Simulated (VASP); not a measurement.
# SnO2 (Cassiterite) (P4_2/mnm) in VASP: a series of runs

One crystal, SnO2 (Cassiterite), is run at these levels: SCAN+MBD, PBE; tasks: atomic charges, single point, relaxation of cell and atoms.

Program: VASP 6.6.1. These are calculated values, not measurements. Logs are shortened: lines on timing, memory, paths and dates and some standing lists are left out, and cuts for length are marked.

### 1 The structure

The structure is tetragonal, space group P4_2/mnm (No. 136). Conventional cell: a = 4.738 Å, b = 4.738 Å, c = 3.187 Å, α = 90.00°, β = 90.00°, γ = 90.00°. Sn (site symmetry mmm) has 6 O at 2.05 to 2.06 Å as nearest neighbours. O (site symmetry m2m) has 3 Sn at 2.05 to 2.06 Å as nearest neighbours.

### 2 Atomic charges, SCAN+MBD, spin-orbit coupling, no magnetisation

The input, INCAR:

```
SYSTEM = SnO2
ALGO = Normal ; EDIFF = 1E-7
ENCUT = 520 ; GGA_COMPAT = .False.
ISIF = 2 ; ISMEAR = 0
IVDW = 202 ; LASPH = .True.
LCHARG = .False. ; LMIXTAU = .True.
LORBIT = 11 ; LREAL = .False.
LSORBIT = .True. ; LWAVE = .False.
MAGMOM = 0 0 0 0 0 0 0 0 0 0 0 0 0 0 0 0 0 0 ; METAGGA = SCAN
NELM = 80 ; PREC = Accurate
SIGMA = 0.05
```

The input, KPOINTS:

```
k-points
0
Gamma
  5 5 6
  0 0 0
```

The input, POSCAR:

```
SnO2
1.0
    4.7380000000      0.0000000000      0.0000000000
    0.0000000000      4.7380000000      0.0000000000
    0.0000000000      0.0000000000      3.1865000000
Sn O
2 4
Direct
    0.5000000000      0.5000000000      0.5000000000
    0.0000000000      0.0000000000      0.0000000000
    0.8071000000      0.1929000000      0.5000000000
    0.6929000000      0.6929000000      0.0000000000
    0.1929000000      0.8071000000      0.5000000000
    0.3071000000      0.3071000000      0.0000000000
```

Potentials or basis: VASP PAW PBE potentials, release 64 (Sn_d, O).

Command:

```
> cat potpaw_PBE.64/Sn_d/POTCAR potpaw_PBE.64/O/POTCAR > POTCAR
> mpirun -np 1 vasp_ncl > vasp.out
```

OUTCAR:

```text
SYSTEM = SnO2
   EDIFF = 1E-7
   ENCUT = 520
   ISIF = 2
   ISMEAR = 0
   IVDW = 202
   LASPH = .True.
   LORBIT = 11
   LREAL = .False.
   LSORBIT = .True.
   METAGGA = SCAN
   NELM = 80
   PREC = Accurate
  IVDW = 202

 ion  position               nearest neighbor table
   1  0.500  0.500  0.500-   4 2.05   6 2.05   4 2.05   6 2.05   5 2.06   3 2.06   2 3.71   2 3.71
                             2 3.71   2 3.71   2 3.71   2 3.71   2 3.71   2 3.71
   2  0.000  0.000  0.000-   3 2.05   5 2.05   3 2.05   5 2.05   4 2.06   6 2.06   1 3.71   1 3.71
                             1 3.71   1 3.71   1 3.71   1 3.71   1 3.71   1 3.71
   3  0.807  0.193  0.500-   2 2.05   2 2.05   1 2.06
   4  0.693  0.693  0.000-   1 2.05   1 2.05   2 2.06
   5  0.193  0.807  0.500-   2 2.05   2 2.05   1 2.06
   6  0.307  0.307  0.000-   1 2.05   1 2.05   2 2.06

  LATTYP: Found a simple tetragonal cell.
 ALAT       =     4.7380000000
 C/A-ratio  =     0.6725411566

  Lattice vectors:

 A1 = (   4.7380000000,   0.0000000000,   0.0000000000)
 A2 = (   0.0000000000,   4.7380000000,   0.0000000000)
 A3 = (   0.0000000000,   0.0000000000,   3.1865000000)

Analysis of symmetry for initial positions (statically):
=====================================================================
 Subroutine PRICEL returns:
 Original cell was already a primitive cell.

 Routine SETGRP: Setting up the symmetry group for a
 simple tetragonal supercell.

 Subroutine GETGRP returns: Found 16 space group operations
 (whereof  8 operations were pure point group operations)
 out of a pool of 16 trial point group operations.

The static configuration has the point symmetry D_2h.
 The point group associated with its full space group is D_4h.

Analysis of symmetry for dynamics (positions and initial velocities):
=====================================================================
 Subroutine PRICEL returns:
 Original cell was already a primitive cell.

 Routine SETGRP: Setting up the symmetry group for a
 simple tetragonal supercell.

 Subroutine GETGRP returns: Found 16 space group operations
 (whereof  8 operations were pure point group operations)
 out of a pool of 16 trial point group operations.

The dynamic configuration has the point symmetry D_2h.
 The point group associated with its full space group is D_4h.

Analysis of structural, dynamic, and magnetic symmetry:
=====================================================================
 Subroutine PRICEL returns:
[... 1769 lines left out ...]
     0.000000000  4.738000000  0.000000000     0.000000000  0.211059519  0.000000000
     0.000000000  0.000000000  3.186500000     0.000000000  0.000000000  0.313823945

 POSITION                                       TOTAL-FORCE (eV/Angst)
 -----------------------------------------------------------------------------------
      2.36900      2.36900      1.59325         0.000000     -0.000000      0.000000
      0.00000      0.00000      0.00000         0.000000     -0.000000      0.000000
      3.82404      0.91396      1.59325        -0.190162      0.190162      0.000000
      3.28296      3.28296      0.00000         0.190162      0.190162      0.000000
      0.91396      3.82404      1.59325         0.190162     -0.190162     -0.000000
      1.45504      1.45504      0.00000        -0.190162     -0.190162     -0.000000
 -----------------------------------------------------------------------------------
    total drift:                               -0.000000      0.000000      0.000000

  FREE ENERGIE OF THE ION-ELECTRON SYSTEM (eV)
  ---------------------------------------------------
  free  energy   TOTEN  =      -108.2649188853 eV

  energy  without entropy=     -108.2649188853  energy(sigma->0) =     -108.26491889

 Spin-Orbit-Coupling matrix elements

 Ion:    1  E_soc:     -0.0688981
 l=   1
     0.0000000    -0.0059994    -0.0058828
    -0.0059994     0.0000000    -0.0059994
    -0.0058828    -0.0059994     0.0000000
 l=   2
     0.0000000    -0.0010814     0.0000000    -0.0010814    -0.0044448
    -0.0010814     0.0000000    -0.0033130    -0.0010940    -0.0011200
     0.0000000    -0.0033130     0.0000000    -0.0033130     0.0000000
    -0.0010814    -0.0010940    -0.0033130     0.0000000    -0.0011200
    -0.0044448    -0.0011200     0.0000000    -0.0011200     0.0000000
 l=   3
     0.0000000     0.0000000     0.0000000     0.0000000     0.0000000     0.0000000     0.0000000
     0.0000000     0.0000000     0.0000000     0.0000000     0.0000000     0.0000000     0.0000000
     0.0000000     0.0000000     0.0000000     0.0000000     0.0000000     0.0000000     0.0000000
     0.0000000     0.0000000     0.0000000     0.0000000     0.0000000     0.0000000     0.0000000
[... 89 lines left out ...]
 l=   2
     0.0000000     0.0000000     0.0000000     0.0000000     0.0000000
     0.0000000     0.0000000     0.0000000     0.0000000     0.0000000
     0.0000000     0.0000000     0.0000000     0.0000000     0.0000000
     0.0000000     0.0000000     0.0000000     0.0000000     0.0000000
     0.0000000     0.0000000     0.0000000     0.0000000     0.0000000
 l=   3
     0.0000000     0.0000000     0.0000000     0.0000000     0.0000000     0.0000000     0.0000000
     0.0000000     0.0000000     0.0000000     0.0000000     0.0000000     0.0000000     0.0000000
     0.0000000     0.0000000     0.0000000     0.0000000     0.0000000     0.0000000     0.0000000
     0.0000000     0.0000000     0.0000000     0.0000000     0.0000000     0.0000000     0.0000000
     0.0000000     0.0000000     0.0000000     0.0000000     0.0000000     0.0000000     0.0000000
     0.0000000     0.0000000     0.0000000     0.0000000     0.0000000     0.0000000     0.0000000
     0.0000000     0.0000000     0.0000000     0.0000000     0.0000000     0.0000000     0.0000000

 total charge

# of ion       s       p       d       tot
------------------------------------------
    1        0.847   1.124  10.396  12.367
    2        0.847   1.124  10.396  12.367
    3        1.568   3.548   0.000   5.116
    4        1.568   3.548   0.000   5.116
    5        1.568   3.548   0.000   5.116
    6        1.568   3.548   0.000   5.116
--------------------------------------------------
tot          7.968  16.439  20.792  45.199

 magnetization (x)

# of ion       s       p       d       tot
------------------------------------------
    1        0.000   0.000   0.000   0.000
    2        0.000   0.000   0.000   0.000
    3        0.000   0.000   0.000   0.000
    4        0.000   0.000   0.000   0.000
    5        0.000   0.000   0.000   0.000
    6        0.000   0.000   0.000   0.000
--------------------------------------------------
tot          0.000   0.000   0.000   0.000

 magnetization (y)

# of ion       s       p       d       tot
------------------------------------------
    1        0.000   0.000   0.000   0.000
    2        0.000   0.000   0.000   0.000
    3        0.000   0.000   0.000   0.000
    4        0.000   0.000   0.000   0.000
    5        0.000   0.000   0.000   0.000
    6        0.000   0.000   0.000   0.000
--------------------------------------------------
tot          0.000   0.000   0.000   0.000

 magnetization (z)

# of ion       s       p       d       tot
------------------------------------------
    1       -0.000   0.000   0.000  -0.000
    2        0.000   0.000   0.000   0.000
    3        0.000   0.000   0.000   0.000
    4        0.000   0.000   0.000   0.000
    5        0.000   0.000   0.000   0.000
    6        0.000   0.000   0.000   0.000
--------------------------------------------------
tot         -0.000   0.000   0.000  -0.000
```

OSZICAR:

```text
N       E                     dE             d eps       ncg     rms          rms(c)
DAV:   1     0.758948006677E+03    0.75895E+03   -0.24864E+04  3390   0.271E+03
[... 16 lines left out ...]
DAV:  18    -0.107727502342E+03   -0.25923E-03   -0.11698E-03  4254   0.349E-01    0.535E-02
DAV:  19    -0.107727383528E+03    0.11881E-03   -0.14092E-04  4396   0.106E-01    0.203E-02
DAV:  20    -0.107727317230E+03    0.66297E-04   -0.16619E-05  3162   0.398E-02    0.605E-03
DAV:  21    -0.107727308176E+03    0.90544E-05   -0.39591E-06  3792   0.164E-02    0.987E-03
DAV:  22    -0.107727303232E+03    0.49441E-05   -0.17257E-06  3760   0.186E-02    0.909E-03
DAV:  23    -0.107727299053E+03    0.41791E-05   -0.22667E-06  3160   0.150E-02    0.289E-03
DAV:  24    -0.107727299073E+03   -0.20314E-07   -0.46581E-07  3556   0.551E-03
   1 F= -.10826492E+03 E0= -.10826492E+03  d E =-.267938E-12  mag=    -0.0000     0.0000     0.0000
```

Run time: 15 min. Hardware: 1 thread of Intel Xeon Platinum 8488C (Sapphire Rapids), shared host; peak memory 0.45 GiB.

Results:

```yaml
Free_energy: -108.2649 eV
Pressure: 2.0 GPa
Largest_force: 0.269 eV/Å
Valence_electrons_inside_the_program's_atomic_spheres: Sn 12.37; O 5.12
Hirshfeld_charges: Sn +0.66; O -0.33 e
Dispersion_energy_per_atom: -0.090 eV
```

Forces on the atoms (eV/Å):
```
Sn   0.000  0.000  0.000
Sn   0.000  0.000  0.000
O   -0.190  0.190  0.000
O    0.190  0.190  0.000
O    0.190 -0.190  0.000
O   -0.190 -0.190  0.000
```

Caveat: the PAW data sets were made with another functional, which shifts forces and pressure a little.

### 3 Single point, PBE

The input, INCAR:

```
PREC = Accurate ; ENCUT = 520
EDIFF = 1E-6 ; ISMEAR = 0
SIGMA = 0.015 ; LREAL = F
LASPH = T ; NELM = 60
ALGO = Normal ; ISIF = 2
LWAVE = F ; LCHARG = T
GGA = PE ; LELF = T
LVHAR = T
```

The input, KPOINTS:

```
Automatic mesh
0
Gamma
  6 6 8
```

POSCAR is that of step 2.

Potentials or basis: VASP PAW PBE potentials, release 64 (Sn_d, O).

Command:

```
> cat potpaw_PBE.64/Sn_d/POTCAR potpaw_PBE.64/O/POTCAR > POTCAR
> mpirun -np 1 vasp_std > vasp.out
```

Run time: 1.7 min. Hardware: 1 thread of AMD EPYC 7R13 (Zen 3), shared host; peak memory 0.2 GiB.

Results (log left out):

| Property | Result |
| --- | --- |
| Free energy | -37.1595 eV |
| Pressure | 11.8 GPa |
| Largest force | 0.294 eV/Å |
| Band gap on the k mesh | 1.27 eV, direct |

Forces on the atoms (eV/Å):
```
Sn   0.000  0.000  0.000
Sn   0.000  0.000  0.000
O   -0.208  0.208  0.000
O    0.208  0.208  0.000
O    0.208 -0.208  0.000
O   -0.208 -0.208  0.000
```

Stress tensor (GPa, compression positive):
```
10.71  0.00  0.00
 0.00 10.71  0.00
 0.00  0.00 14.01
```

Levels at points of the mesh, in eV from the valence-band top:
```csv
k point,band 23,band 24,band 25,band 26,band 27,band 28,band 29,band 30
"(0.00, 0.00, 0.00)",-1.23,-0.78,-0.78,0.00,1.27,6.15,6.35,6.35
"(0.50, 0.00, 0.00)",-1.19,-1.19,-0.64,-0.64,4.44,4.44,7.09,7.09
"(0.50, 0.50, 0.00)",-1.31,-1.31,-0.90,-0.90,4.84,4.84,7.53,7.53
"(0.00, 0.00, 0.50)",-1.66,-1.66,-1.26,-1.26,6.23,6.23,9.78,9.78
"(0.50, 0.00, 0.50)",-1.10,-1.10,-0.69,-0.69,6.51,6.51,8.07,8.07
"(0.50, 0.50, 0.50)",-0.97,-0.97,-0.84,-0.84,4.92,4.92,8.88,8.88
```

Caveat: spin-orbit coupling is left out, which moves the levels of the heavy elements. PBE gaps usually lie below the measured ones, often by a third to a half.

### 4 Relaxation of cell and atoms, PBE

The input, INCAR:

```
PREC = Accurate
ENCUT = 980
EDIFF = 1E-7
ISMEAR = -1
SIGMA = 0.05
LREAL = F
LASPH = T
NELM = 80
ALGO = Normal
ISIF = 3
LWAVE = F
LCHARG = F
GGA = PE
IBRION = 2
NSW = 60
EDIFFG = -0.01
```

The input, KPOINTS:

```
regular mesh
0
Gamma
  6 6 8
```

POSCAR is that of step 3.

Potentials or basis: VASP PAW PBE potentials, release 64 (Sn_d, O_h).

Command:

```
> cat potpaw_PBE.64/Sn_d/POTCAR potpaw_PBE.64/O_h/POTCAR > POTCAR
> mpirun -np 1 vasp_std > vasp.out
```

Wall time 27 min (1 thread of AMD EPYC 7R13 (Zen 3), shared host); peak memory 0.42 GiB.

It converged, with:

- Free energy: -37.3477 eV
- Relaxed volume: 12.62 Å³/atom
- Relaxed cell: a = 4.833 Å, b = 4.833 Å, c = 3.242 Å, α = 90.00°, β = 90.00°, γ = 90.00°
- Space group after relaxing (to 0.05 Å): P4_2/mnm (No. 136)
- Energy gained by relaxing: 24.5 meV/atom
- Ionic steps: 8
- Pressure after relaxing: 0.0 GPa
- Largest force after relaxing: 0.003 eV/Å
- Band gap on the k mesh: 0.64 eV, direct

Forces on the atoms (eV/Å):
```
Sn   0.000  0.000  0.000
Sn   0.000  0.000  0.000
O   -0.002  0.002  0.000
O    0.002  0.002  0.000
O    0.002 -0.002  0.000
O   -0.002 -0.002  0.000
```

Step by step:
| step | energy change (eV) | largest force (eV/Å) | pressure (GPa) | volume (Å³) |
| --- | --- | --- | --- | --- |
| 1 | 0.0000 | 0.2887 | 11.88 | 71.53 |
| 2 | 0.0774 | 0.3649 | -11.23 | 81.08 |
| 3 | -0.1449 | 0.0649 | -0.04 | 75.56 |
| 4 | -0.1449 | 0.0590 | 0.18 | 75.48 |
| 5 | -0.1468 | 0.0054 | 0.06 | 75.62 |
| 6 | -0.1469 | 0.0171 | 0.01 | 75.68 |
| 7 | -0.1469 | 0.0183 | 0.02 | 75.69 |
| 8 | -0.1470 | 0.0033 | -0.04 | 75.71 |

Final structure:
```cif
data_structure
_symmetry_space_group_name_H-M 'P 1'
_symmetry_Int_Tables_number 1
_cell_length_a 4.8326
_cell_length_b 4.8326
_cell_length_c 3.2417
_cell_angle_alpha 90.000
_cell_angle_beta 90.000
_cell_angle_gamma 90.000
_cell_volume 75.71
loop_
_atom_site_label
_atom_site_type_symbol
_atom_site_fract_x
_atom_site_fract_y
_atom_site_fract_z
_atom_site_occupancy
Sn1 Sn 0.50000 0.50000 0.50000 1
Sn2 Sn 0.00000 0.00000 0.00000 1
O1 O 0.80660 0.19340 0.50000 1
O2 O 0.69340 0.69340 0.00000 1
O3 O 0.19340 0.80660 0.50000 1
O4 O 0.30660 0.30660 0.00000 1
```

Levels at points of the mesh, in eV from the valence-band top:
```
           k point  band 23  band 24  band 25  band 26  band 27  band 28  band 29  band 30
(0.00, 0.00, 0.00)    -1.25    -0.74    -0.74     0.00     0.64     5.67     6.05     6.05
(0.50, 0.00, 0.00)    -1.20    -1.20    -0.60    -0.60     3.86     3.86     6.80     6.80
(0.50, 0.50, 0.00)    -1.32    -1.32    -0.85    -0.85     4.25     4.25     7.13     7.13
(0.00, 0.00, 0.50)    -1.52    -1.52    -1.18    -1.18     5.56     5.56     9.35     9.35
(0.50, 0.00, 0.50)    -1.01    -1.01    -0.74    -0.74     5.82     5.82     7.59     7.59
(0.50, 0.50, 0.50)    -0.91    -0.91    -0.78    -0.78     4.33     4.33     8.60     8.60
```

Caveat: spin-orbit coupling is left out, which moves the levels of the heavy elements.

### 5 Relaxation of cell and atoms, PBE

The input, INCAR:

```
SYSTEM = SnO2
PREC = Accurate
ENCUT = 480
EDIFF = 1E-7
ISMEAR = -1
SIGMA = 0.05
LREAL = .FALSE.
LASPH = .TRUE.
NELM = 80
ALGO = Normal
ISIF = 3
LWAVE = .FALSE.
LCHARG = .FALSE.
GGA = PE
IBRION = 2
NSW = 40
EDIFFG = -0.02
```

The input, KPOINTS:

```
regular mesh
0
G
  6 6 8
  0 0 0
```

POSCAR is that of step 4.

Potentials or basis: VASP PAW PBE potentials, release 64 (Sn_d, O_s).

Command:

```
> cat potpaw_PBE.64/Sn_d/POTCAR potpaw_PBE.64/O_s/POTCAR > POTCAR
> mpirun -np 1 vasp_std > vasp.out
```

Run time: 5.4 min. Hardware: 1 thread of AMD EPYC 7R13 (Zen 3), shared host; peak memory 0.2 GiB.

It converged, with:

```yaml
Free_energy: -37.2853 eV
Relaxed_volume: 12.60 Å³/atom
Relaxed_cell: a = 4.823 Å, b = 4.823 Å, c = 3.249 Å, α = 90.00°, β = 90.00°, γ = 90.00°
Space_group_after_relaxing_to_0.05_Å: P4_2/mnm (No. 136)
Energy_gained_by_relaxing: 24.1 meV/atom
Ionic_steps: 5
Pressure_after_relaxing: 0.1 GPa
Band_gap_on_the_k_mesh: 0.62 eV, direct
```

Forces in eV/Å, atoms in the order of the input:
```
Sn   0.000  0.000  0.000
Sn   0.000  0.000  0.000
O    0.002 -0.002  0.000
O   -0.002 -0.002  0.000
O   -0.002  0.002  0.000
O    0.002  0.002  0.000
```

Stress tensor (GPa, compression positive):
```
 0.19  0.00  0.00
 0.00  0.19  0.00
 0.00  0.00 -0.20
```

The path:
```csv
step,energy change (eV),largest force (eV/Å),pressure (GPa),volume (Å³)
1,0.0000,0.3058,11.75,71.53
2,0.0709,0.3690,-10.83,80.97
3,-0.1431,0.0623,-0.02,75.53
4,-0.1432,0.0563,0.19,75.45
5,-0.1445,0.0030,0.06,75.58
```

Final structure:
```
CELL_PARAMETERS angstrom
4.82338 0.00000 0.00000
0.00000 4.82338 0.00000
0.00000 0.00000 3.24880
ATOMIC_POSITIONS crystal
Sn 0.50000 0.50000 0.50000
Sn 0.00000 0.00000 0.00000
O 0.80647 0.19353 0.50000
O 0.69353 0.69353 0.00000
O 0.19353 0.80647 0.50000
O 0.30647 0.30647 0.00000
```

Levels at points of the mesh, in eV from the valence-band top:
| k point | band 23 | band 24 | band 25 | band 26 | band 27 | band 28 | band 29 | band 30 |
| --- | --- | --- | --- | --- | --- | --- | --- | --- |
| (0.00, 0.00, 0.00) | -1.28 | -0.74 | -0.74 | 0.00 | 0.62 | 5.63 | 6.02 | 6.02 |
| (0.50, 0.00, 0.00) | -1.23 | -1.23 | -0.60 | -0.60 | 3.85 | 3.85 | 6.77 | 6.77 |
| (0.50, 0.50, 0.00) | -1.35 | -1.35 | -0.85 | -0.85 | 4.23 | 4.23 | 7.12 | 7.12 |
| (0.00, 0.00, 0.50) | -1.53 | -1.53 | -1.18 | -1.18 | 5.55 | 5.55 | 9.35 | 9.35 |
| (0.50, 0.00, 0.50) | -1.01 | -1.01 | -0.75 | -0.75 | 5.81 | 5.81 | 7.61 | 7.61 |
| (0.50, 0.50, 0.50) | -0.91 | -0.91 | -0.77 | -0.77 | 4.32 | 4.32 | 8.61 | 8.61 |

Caveat: spin-orbit coupling is left out, which moves the levels of the heavy elements.

### 6 The runs side by side

```tsv
task	level	potentials or basis	spin	cell	k mesh	cutoff (eV)	smearing	gap on the mesh (eV)	pressure (GPa)	relaxed volume (Å³/atom)	largest force (eV/Å)
atomic charges	SCAN+MBD	VASP PAW PBE potentials, release 64 (Sn_d, O)	SOC, no magnetisation	as given	5 × 5 × 6	520	gaussian 0.05 eV	-	2.0	-	0.27
single point	PBE	VASP PAW PBE potentials, release 64 (Sn_d, O)	off	as given	6 × 6 × 8	520	gaussian 0.015 eV	1.27	11.8	-	0.29
relaxation of cell and atoms	PBE	VASP PAW PBE potentials, release 64 (Sn_d, O_h)	off	relaxed	6 × 6 × 8	980	fermi-dirac 0.05 eV	0.64	0.0	12.62	-
relaxation of cell and atoms	PBE	VASP PAW PBE potentials, release 64 (Sn_d, O_s)	off	relaxed	6 × 6 × 8	480	fermi-dirac 0.05 eV	0.62	0.1	12.60	-
```

Caveats: spin-orbit coupling is left out, which moves the levels of the heavy elements (some runs); the PAW data sets were made with another functional, which shifts forces and pressure a little (some runs).

Total energies depend on the potentials used, so only differences within one code and one set of settings carry meaning.
